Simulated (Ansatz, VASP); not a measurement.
## One calculation of SnSe2, two programs

```xyz
3
Lattice="3.7304 0.0000 0.0000 -1.8652 3.2307 0.0000 0.0000 0.0000 5.3466" Properties=species:S:1:pos:R:3 pbc="T T T"
Sn    0.0000    0.0000    0.0000
Se    0.0000    2.1538    1.5893
Se    1.8652    1.0769    3.7573
```

Alike in both runs: functional PBE; dispersion D3(BJ); k mesh 15 × 15 × 8; occupations fermi-dirac, width 0.1 eV; no spin polarisation.

Ansatz relaxed the structure, and its values are those at the end. VASP's run is a single point on that final structure, the one shown.

|  | VASP | Ansatz |
| --- | --- | --- |
| version | VASP 6.6.1 | Ansatz 0.2.0 |
| potentials or method | VASP PAW PBE potentials, release 64 (Sn_d, Se) | scalar-relativistic, plane waves, PAW |
| plane-wave cutoff (eV) | 520 | 420 |
| valence electrons in the cell | 26 | 46 |

VASP gave:

- gap on the k mesh at the Fermi level (eV): none
- pressure (GPa): 10.1
- rms of the force components (eV/Å): 0.009

Question: Which values does Ansatz return?

Answer: gap on the k mesh at the Fermi level (eV): none; pressure (GPa): 10.0; rms of the force components (eV/Å): 0.000.

A gap of «none» marks a metal or a gap that the smearing closes. With one functional, cell and mesh, what is left measures potentials, basis and numerics. The two sets of potentials don't hold the same shells in valence.

Caveats: pairwise dispersion overbinds metals, which lowers pressure and volume.
